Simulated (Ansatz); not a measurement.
# Nudged elastic band run: H₃C₈Cl

Input:

```yaml
crystal:
  lattice:
    - [5.048742, 0.0, 0.0]
    - [2.524371, 4.372339, 0.0]
    - [0.0, 0.0, 15.776426]
  atoms:
    - { symbol: H, position: [0.1666667, 0.1666667, 0.0633857] }
    - { symbol: H, position: [0.6666667, 0.1666667, 0.0633857] }
    - { symbol: H, position: [0.1666667, 0.6666667, 0.0633857] }
    - { symbol: H, position: [0.6666667, 0.6666667, 0.0633857] }
    - { symbol: C, position: [0.1666667, 0.1666667, 0.13311] }
    - { symbol: C, position: [0.6666667, 0.1666667, 0.13311] }
    - { symbol: C, position: [0.1666667, 0.6666667, 0.13311] }
    - { symbol: C, position: [0.6666667, 0.6666667, 0.13311] }
    - { symbol: C, position: [-0.1666667, 0.3333333, 0.1657717] }
    - { symbol: C, position: [0.3333333, 0.3333333, 0.1657717] }
    - { symbol: C, position: [-0.1666667, 0.8333333, 0.1657717] }
    - { symbol: C, position: [0.3333333, 0.8333333, 0.1657717] }
    - { symbol: C, position: [-0.1655059, 0.33098872, 0.26416817] }
    - { symbol: C, position: [0.33104128, 0.33792495, 0.26252439] }
    - { symbol: C, position: [-0.16785397, 0.83208716, 0.26417556] }
    - { symbol: C, position: [0.33577384, 0.83207668, 0.26417266] }
    - { symbol: C, position: [0.00390292, -0.0077771, 0.29550373] }
    - { symbol: C, position: [0.49602735, 0.00791326, 0.29492455] }
    - { symbol: C, position: [-0.00247767, 0.49951909, 0.29379199] }
    - { symbol: C, position: [0.50294449, 0.49953348, 0.29379192] }
    - { symbol: H, position: [-0.00300875, 0.49948272, 0.36348035] }
    - { symbol: H, position: [0.50354219, 0.49942047, 0.36348057] }
    - { symbol: Cl, position: [0.03646319, -0.07292745, 0.40971529] }
    - { symbol: Cl, position: [0.46653846, 0.06693271, 0.40850831] }
basis:
  ecutwfc: 420.0
kpoints:
  mp_grid: { grid: [3, 3, 1] }
hamiltonian:
  xc: pbesol
  pseudopotentials: { kind: paw, azcp: { folder: soft_1 } }
scf:
  occupations: { method: gaussian, width: 0.05 }
  lower_state_search: "off"
neb:
  images: 4
  f_tol: 0.05
  max_iterations: 50
  order_check: false
  climbing: immediate
  constraints: [{ sites: [0, 1, 2, 3, 4, 5, 6, 7, 8, 9, 10, 11] }]
  final_atoms:
    - { symbol: H, position: [0.16666668, 0.16666667, 0.06338571] }
    - { symbol: H, position: [0.66666673, 0.16666667, 0.06338571] }
    - { symbol: H, position: [0.16666669, 0.6666667, 0.06338571] }
    - { symbol: H, position: [0.66666673, 0.6666667, 0.06338571] }
    - { symbol: C, position: [0.16666668, 0.16666667, 0.13311] }
    - { symbol: C, position: [0.66666673, 0.16666667, 0.13311] }
    - { symbol: C, position: [0.16666669, 0.6666667, 0.13311] }
    - { symbol: C, position: [0.66666673, 0.6666667, 0.13311] }
    - { symbol: C, position: [-0.16666667, 0.33333335, 0.16577171] }
    - { symbol: C, position: [0.33333337, 0.33333335, 0.16577171] }
    - { symbol: C, position: [-0.16666666, 0.83333337, 0.16577171] }
    - { symbol: C, position: [0.33333338, 0.83333337, 0.16577171] }
    - { symbol: C, position: [-0.16895846, 0.33792462, 0.26252411] }
    - { symbol: C, position: [0.33449433, 0.33098876, 0.26416856] }
    - { symbol: C, position: [-0.16422624, 0.83207661, 0.26417259] }
    - { symbol: C, position: [0.33214685, 0.83208663, 0.26417552] }
    - { symbol: C, position: [-0.00397179, 0.00791239, 0.29492444] }
    - { symbol: C, position: [0.50390287, -0.00777682, 0.2955038] }
    - { symbol: C, position: [0.0029441, 0.49953309, 0.29379196] }
    - { symbol: C, position: [0.49752347, 0.49951877, 0.29379209] }
    - { symbol: H, position: [0.00353527, 0.49942117, 0.36348064] }
    - { symbol: H, position: [0.49699898, 0.49948118, 0.3634805] }
    - { symbol: Cl, position: [0.53646311, -0.07292716, 0.40971545] }
    - { symbol: Cl, position: [0.96654004, 0.06693045, 0.40850816] }
```

Command:

```bash
$ ansatz run input.yaml --threads 2 --pin off --max-ram 5120MiB --backend cpu --events-out ev --progress --plain --runs-dir out
```

Output, in part (warnings, iteration lines):

```
NEB end point (image 0): max|allowed force component| = 7.916e-3 eV/Å (the criterion of neb.relax_end_points is 1.000e-2)
NEB end point (image 5): max|allowed force component| = 7.949e-3 eV/Å (the criterion of neb.relax_end_points is 1.000e-2)
NEB iter   1: max|band force component| = 2.191e0 eV/Å  barrier→ = 3.4360 eV  barrier← = 3.4360 eV  CI = image 2  Δτ_max = 0.1991 Å  (62 SCF iters)
NEB iter   2: max|band force component| = 2.390e0 eV/Å  barrier→ = 3.0012 eV  barrier← = 3.0012 eV  CI = image 2  Δτ_max = 0.2000 Å  (35 SCF iters)
NEB iter   3: max|band force component| = 1.891e0 eV/Å  barrier→ = 2.3491 eV  barrier← = 2.3491 eV  CI = image 2  Δτ_max = 0.1963 Å  (31 SCF iters)
NEB iter   4: max|band force component| = 1.049e0 eV/Å  barrier→ = 1.9900 eV  barrier← = 1.9900 eV  CI = image 3  Δτ_max = 0.1981 Å  (31 SCF iters)
NEB iter   5: max|band force component| = 6.958e-1 eV/Å  barrier→ = 2.0050 eV  barrier← = 2.0050 eV  CI = image 3  Δτ_max = 0.1444 Å  (30 SCF iters)
NEB iter   6: max|band force component| = 8.295e-1 eV/Å  barrier→ = 1.9845 eV  barrier← = 1.9845 eV  CI = image 3  Δτ_max = 0.0715 Å  (30 SCF iters)
NEB iter   7: max|band force component| = 1.198e0 eV/Å  barrier→ = 1.9568 eV  barrier← = 1.9568 eV  CI = image 3  Δτ_max = 0.0365 Å  (29 SCF iters)
NEB iter   8: max|band force component| = 6.955e-1 eV/Å  barrier→ = 1.9274 eV  barrier← = 1.9274 eV  CI = image 3  Δτ_max = 0.0723 Å  (28 SCF iters)
NEB iter   9: max|band force component| = 7.536e-1 eV/Å  barrier→ = 1.8674 eV  barrier← = 1.8674 eV  CI = image 3  Δτ_max = 0.0718 Å  (29 SCF iters)
NEB iter  10: max|band force component| = 8.267e-1 eV/Å  barrier→ = 1.8035 eV  barrier← = 1.8035 eV  CI = image 3  Δτ_max = 0.0717 Å  (30 SCF iters)
NEB iter  11: max|band force component| = 7.889e-1 eV/Å  barrier→ = 1.7360 eV  barrier← = 1.7360 eV  CI = image 3  Δτ_max = 0.0724 Å  (30 SCF iters)
NEB iter  12: max|band force component| = 8.800e-1 eV/Å  barrier→ = 1.6627 eV  barrier← = 1.6627 eV  CI = image 3  Δτ_max = 0.0365 Å  (32 SCF iters)
NEB iter  13: max|band force component| = 7.012e-1 eV/Å  barrier→ = 1.6208 eV  barrier← = 1.6208 eV  CI = image 3  Δτ_max = 0.0725 Å  (27 SCF iters)
NEB iter  14: max|band force component| = 4.879e-1 eV/Å  barrier→ = 1.5539 eV  barrier← = 1.5539 eV  CI = image 3  Δτ_max = 0.1434 Å  (32 SCF iters)
NEB iter  15: max|band force component| = 2.632e0 eV/Å  barrier→ = 1.5424 eV  barrier← = 1.5424 eV  CI = image 3  Δτ_max = 0.0730 Å  (34 SCF iters)
NEB iter  16: max|band force component| = 5.752e-1 eV/Å  barrier→ = 1.5418 eV  barrier← = 1.5418 eV  CI = image 3  Δτ_max = 0.0533 Å  (30 SCF iters)
NEB iter  17: max|band force component| = 2.829e-1 eV/Å  barrier→ = 1.5416 eV  barrier← = 1.5416 eV  CI = image 3  Δτ_max = 0.1305 Å  (29 SCF iters)
NEB iter  18: max|band force component| = 2.113e-1 eV/Å  barrier→ = 1.5416 eV  barrier← = 1.5416 eV  CI = image 3  Δτ_max = 0.0812 Å  (31 SCF iters)
NEB iter  19: max|band force component| = 6.151e-2 eV/Å  barrier→ = 1.5416 eV  barrier← = 1.5416 eV  CI = image 3  Δτ_max = 0.0116 Å  (27 SCF iters)
NEB iter  20: max|band force component| = 1.525e-2 eV/Å  barrier→ = 1.5416 eV  barrier← = 1.5416 eV  CI = image 3  Δτ_max = 0.0000 Å  (22 SCF iters)
```

The forces met the threshold. The order of the stationary point at the top wasn't checked. Limits of this set-up: thin slab, slab without dipole correction, no dispersion correction for a molecule that may bind weakly, PAW files made for another functional.

Final band (atoms are numbered from 1 in the order of the input):

| image | path coordinate (Å) | energy (eV) | C17–Cl23 (Å) | C18–Cl24 (Å) | C17–Cl24 (Å) |
| --- | --- | --- | --- | --- | --- |
| 0 | 0.00 | 0.00 | 1.82 | 1.81 | 3.11 |
| 1 | 0.80 | 0.75 | 1.77 | 2.43 | 3.28 |
| 2 | 1.61 | 1.31 | 1.84 | 3.03 | 3.35 |
| 3 | 2.41 | 1.54 | 2.15 | 3.20 | 3.20 |
| 4 | 3.54 | 1.08 | 2.77 | 3.27 | 2.68 |
| 5 | 4.67 | 0.00 | 3.13 | 3.11 | 1.81 |

Time of the run: 6 min on 2 threads of Arm Neoverse V2, on a shared host, peak memory 1.1 GiB.
